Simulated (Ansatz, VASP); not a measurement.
## InSb3 in VASP and in Ansatz

```
CELL_PARAMETERS angstrom
0.00000 3.79455 3.79455
3.79455 0.00000 3.79455
3.79455 3.79455 0.00000
ATOMIC_POSITIONS crystal
In 0.00000 0.00000 0.00000
Sb 0.25000 0.25000 0.25000
Sb 0.75000 0.75000 0.75000
Sb 0.50000 0.50000 0.50000
```

Alike in both runs: task electric field gradients; functional PBE; k mesh 9 × 9 × 9; occupations fermi-dirac, width 0.05 eV; no spin polarisation.

|  | VASP | Ansatz |
| --- | --- | --- |
| version | VASP 6.6.1 | Ansatz 0.2.0 |
| potentials or method | VASP PAW PBE potentials, release 64 (In_d, Sb) | PAW with Ansatz's default frozen-core files, scalar-relativistic |
| plane-wave cutoff (eV) | 520 | 420 |
| valence electrons in the cell | 28 | 58 |

```csv
,VASP,Ansatz,Ansatz less VASP
pressure (GPa),0.3,0.3,+0.09
Vzz of the field gradient on the site that differs most (V/Å²),0.0,0.0,0.00
```

The two sets of potentials don't hold the same shells in valence. Ansatz warned: «gradients_without_spin_orbit».

Spin-orbit coupling is left out, which matters for the levels of Sb.
